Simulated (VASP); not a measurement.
# In in VASP: single point with rev-vdW-DF2

Aim: the single point of In with rev-vdW-DF2.

Everything below comes from runs of VASP 6.6.1. Logs are shortened: lines on timing, memory, paths and dates and some standing lists are left out, and cuts for length are marked.

## (1) The crystal as given

The cell holds a molecule_in_box, 1 atom: a = 14.000 Å, b = 14.500 Å, c = 15.000 Å, α = 90.00°, β = 90.00°, γ = 90.00°.

## (2) Single point, rev-vdW-DF2, collinear spin, ferromagnetic start

INCAR

```
AGGAC    = 0.0          
ALGO     = Normal         # electronic algorithm
AMIX     = 0.2          
AMIX_MAG = 0.8          
BMIX     = 1E-4         
BMIX_MAG = 1E-4         
EDIFF    = 1E-6           # SCF threshold, eV
ENCUT    = 450            # plane-wave cutoff, eV
GGA      = MK             # functional
ISIF     = 2              # what is computed and relaxed
ISMEAR   = 0              # smearing method
ISPIN    = 2              # spin polarisation
ISYM     = 0            
LASPH    = True           # aspherical terms in the spheres
LCHARG   = False          # write CHGCAR
LORBIT   = 11             # projections on sites
LREAL    = False          # projectors in reciprocal space
LUSE_VDW = True         
LWAVE    = False          # write WAVECAR
MAGMOM   = 1              # initial moments
NELM     = 200            # most SCF steps
PARAM1   = 0.1234       
PARAM2   = 0.711357     
PREC     = Accurate       # precision mode
SIGMA    = 0.005          # smearing width, eV
ZAB_VDW  = -1.8867
```

KPOINTS

```
k-points
0
Gamma
  1 1 1
```

POSCAR

```
In
1.0
   14.0000000000      0.0000000000      0.0000000000
    0.0000000000     14.5000000000      0.0000000000
    0.0000000000      0.0000000000     15.0000000000
In
1
Direct
    0.5000000000      0.5000000000      0.5000000000
```

Potentials or basis: VASP PAW PBE potentials, release 64 (In_d).

The run is started by

```sh
cat potpaw_PBE.64/In_d/POTCAR > POTCAR
mpirun -np 2 vasp_gam > vasp.out
```

OUTCAR:

```text
AMIX = 0.2
   AMIX_MAG = 0.8
   EDIFF = 1E-6
   ENCUT = 450
   GGA = MK
   ISIF = 2
   ISMEAR = 0
   ISPIN = 2
   ISYM = 0
   LASPH = True
   LORBIT = 11
   LREAL = False
   NELM = 200
   PREC = Accurate

 ion  position               nearest neighbor table
   1  0.500  0.500  0.500-

IMPORTANT INFORMATION: All symmetrisations will be switched off!
NOSYMM: (Re-)initialisation of all symmetry stuff for point group C_1.

----------------------------------------------------------------------------------------

                                     Primitive cell

  volume of cell :    3045.0000

  direct lattice vectors                    reciprocal lattice vectors
    14.000000000  0.000000000  0.000000000     0.071428571  0.000000000  0.000000000
     0.000000000 14.500000000  0.000000000     0.000000000  0.068965517  0.000000000
     0.000000000  0.000000000 15.000000000     0.000000000  0.000000000  0.066666667

  length of vectors
    14.000000000 14.500000000 15.000000000     0.071428571  0.068965517  0.066666667

  position of ions in fractional coordinates (direct lattice)
     0.500000000  0.500000000  0.500000000

  ion indices of the primitive-cell ions
   primitive index   ion index
                 1           1

----------------------------------------------------------------------------------------

 KPOINTS: k-points

Automatic generation of k-mesh.
 Grid dimensions read from file:
 generate k-points for:    1    1    1

 Generating k-lattice:

  Cartesian coordinates                     Fractional coordinates (reciprocal lattice)
     0.071428571  0.000000000  0.000000000     1.000000000  0.000000000  0.000000000
     0.000000000  0.068965517  0.000000000     0.000000000  1.000000000  0.000000000
     0.000000000  0.000000000  0.066666667     0.000000000  0.000000000  1.000000000

  Length of vectors
     0.071428571  0.068965517  0.066666667

  Shift w.r.t. Gamma in fractional coordinates (k-lattice)
     0.000000000  0.000000000  0.000000000

 Subroutine IBZKPT returns following result:
 ===========================================

 Found      1 irreducible k-points:

 Following reciprocal coordinates:
            Coordinates               Weight
  0.000000  0.000000  0.000000      1.000000
   k-points           NKPTS =      1   k-points in BZ     NKDIM =      1   number of bands    NBANDS=     12
   number of dos      NEDOS =    301   number of ions     NIONS =      1
   total plane-waves  NPLWV = ******
   dimension x,y,z NGX =    98 NGY =  100 NGZ =  108
   dimension x,y,z NGXF=   196 NGYF=  200 NGZF=  216
   ions per type =               1
   NGX,Y,Z   is equivalent  to a cutoff of  11.64, 11.47, 11.97 a.u.
   NGXF,Y,Z  is equivalent  to a cutoff of  23.27, 22.93, 23.94 a.u.
 SYSTEM =  unknown system
   PREC   = accura    normal or accurate (medium, high low for compatibility)
   ISTART =      0    job   : 0-new  1-cont  2-samecut
   ICHARG =      2    charge: 1-file 2-atom 10-const
   ISPIN  =      2    spin polarized calculation?
   LNONCOLLINEAR =      F non collinear calculations
   LSORBIT =      F    spin-orbit coupling
   LASPH  =      T    aspherical Exc in radial PAW
   ENCUT  =  450.0 eV  33.07 Ry    5.75 a.u.  24.22 25.08 25.95*2*pi/ulx,y,z
   NELM   =    200;   NELMIN=  2; NELMDL= -5     # of ELM steps
   EDIFF  = 0.1E-05   stopping-criterion for ELM
   LREAL  =      F    real-space projection
   EDIFFG = 0.1E-04   stopping-criterion for IOM
   NSW    =      0    number of steps for IOM
   IBRION =     -1    ionic relax: 0-MD 1-quasi-New 2-CG
   NFREE  =      0    steps in history (QN), initial steepest desc. (CG)
   ISIF   =      2    stress and relaxation
   ISYM   =      0    0-nonsym 1-usesym 2-fastsym
   POTIM  = 0.5000    time-step for ionic-motion
   TEBEG  =    0.0;   TEEND  =   0.0 temperature during run
   PSTRESS=    0.0 pullay stress
   NELECT =      13.0000    total number of electrons
   NUPDOWN=      -1.0000    fix difference up-down
   EMIN   =  10.00;   EMAX   =-10.00  energy-range for DOS
   EFERMI =   0.00;   METHOD = LEGACY
   ISMEAR =     0;   SIGMA  =   0.01  broadening in eV -4-tet -1-fermi 0-gaus
   EFERMI_NEDOS =   21; number of points for ismear=-14 and -15
   IALGO  =     38    algorithm
   IMIX   =      4    mixing-type and parameters
     AMIX     =   0.20;   BMIX     =  0.00
     AMIX_MAG =   0.80;   BMIX_MAG =  0.00
  volume/ion in A,a.u.               =    3045.00     20548.67
  Fermi-wavevector in a.u.,A,eV,Ry     =   0.265579  0.501871  0.959648  0.070532
  Thomas-Fermi vector in A             =   1.098881
   LORBIT       =     11    0 simple, 1 ext, 2 COOP (PROOUT), +10 PAW based schemes
   GGA     = MK    functional components
   LHFCALC =     F    Hartree Fock is set to
   AEXX    =    0.0000 exact exchange contribution
   IVDW_NL    =     1    kernel type
   BPARAM     = 6.3000
   IVDW    =     0    specifies the selected vdW correction
   LEPSILON=     F    determine dielectric tensor
   LRPA    =     F    only Hartree local field effects (RPA)
 spin polarized calculation
 Gauss-broadening in eV      SIGMA  =   0.01
  energy-cutoff  :      450.00
  volume of cell :     3045.00
 maximum number of plane-waves:     33027
 NGX is ok and might be reduce to    98
   NGX = 49   NGY = 51   NGZ = 51

 number of electron      13.0000000 magnetization       1.0000000

 Free energy of the ion-electron system (eV)
  ---------------------------------------------------
  ext. energy  EPLUGINS =         0.00000000
  ---------------------------------------------------
  free energy    TOTEN  =         2.71787246 eV

  energy without entropy =        2.71787246  energy(sigma->0) =        2.71787246

 E-fermi :  -2.6884     XC(G=0):  -0.6218

 val. band max:       -2.7121356461   @ k =   0.0000   0.0000   0.0000
 cond. band min:      -2.6214533220   @ k =   0.0000   0.0000   0.0000
 fundamental gap:      0.0906823241
 Fermi energy:        -2.6884044691

 spin component 1

 k-point     1 :       0.0000    0.0000    0.0000
  band No.  band energies     occupation
      1     -18.7248      1.00000
      2     -18.7247      1.00000
      3     -18.5181      1.00000
      4     -18.5179      1.00000
      5     -18.4427      1.00000
      6      -8.3738      1.00000
      7      -2.7121      1.00000
      8      -2.6215      0.00000
      9      -2.6212      0.00000
     10      -0.5677      0.00000
     11       0.2464      0.00000
     12       0.2692      0.00000
 Fermi energy:        -2.6884044691

 spin component 2

 k-point     1 :       0.0000    0.0000    0.0000
  band No.  band energies     occupation
      1     -18.7136      1.00000
      2     -18.7136      1.00000
      3     -18.4314      1.00000
      4     -18.4313      1.00000
      5     -18.3435      1.00000
      6      -7.9571      1.00000
      7      -2.4428      0.00000
      8      -2.4424      0.00000
      9      -1.9101      0.00000
     10      -0.5164      0.00000
     11       0.2761      0.00000
     12       0.3020      0.00000

------------------------ aborting loop because EDIFF is reached ----------------------------------------

  FORCE on cell =-STRESS in cart. coord.  units (eV):
  Direction    XX          YY          ZZ          XY          YZ          ZX
  --------------------------------------------------------------------------------------
  -------------------------------------------------------------------------------------
  Total       -0.0135241     -0.0146517      0.0015531      0.0001085     -0.0048273     -0.0049472
  in kB       -0.0071159     -0.0077093      0.0008172      0.0000571     -0.0025400     -0.0026031
  external PRESSURE =      -0.0046693 kB  Pullay stress =       0.0000000 kB

 VOLUME and BASIS-vectors are now :
 -----------------------------------------------------------------------------
  energy-cutoff  :      450.00
  volume of cell :     3045.00
      direct lattice vectors                 reciprocal lattice vectors
    14.000000000  0.000000000  0.000000000     0.071428571  0.000000000  0.000000000
     0.000000000 14.500000000  0.000000000     0.000000000  0.068965517  0.000000000
     0.000000000  0.000000000 15.000000000     0.000000000  0.000000000  0.066666667

 POSITION                                       TOTAL-FORCE (eV/Angst)
 -----------------------------------------------------------------------------------
      7.00000      7.25000      7.50000        -0.000006     -0.000003     -0.000000
 -----------------------------------------------------------------------------------
    total drift:                               -0.000006     -0.000003     -0.000000

  FREE ENERGIE OF THE ION-ELECTRON SYSTEM (eV)
  ---------------------------------------------------
  free  energy   TOTEN  =         2.7178724616 eV

  energy  without entropy=        2.7178724616  energy(sigma->0) =        2.71787246

Total vdW correction in eV:      2.9011465

 total charge

# of ion       s       p       d       tot
------------------------------------------
    1        1.135   0.255   9.830  11.220

 magnetization (x)

# of ion       s       p       d       tot
------------------------------------------
    1       -0.000   0.255  -0.003   0.252
```

Run time: 12 min. Hardware: 2 MPI ranks of Intel Xeon 6975P-C (Granite Rapids), shared host; peak memory 3.6 GiB.

What came out:

```
Free energy                                           : 2.7179 eV
Gap between the frontier levels                       : 0.09 eV
Net moment                                            : 1.00 μB per cell
Site moments                                          : In +0.25 μB
Valence electrons inside the program's atomic spheres : In 11.22
```

Caveat: the PAW data sets were made with another functional, which shifts forces and pressure a little; spin-orbit coupling is left out, which moves the levels of the heavy elements.
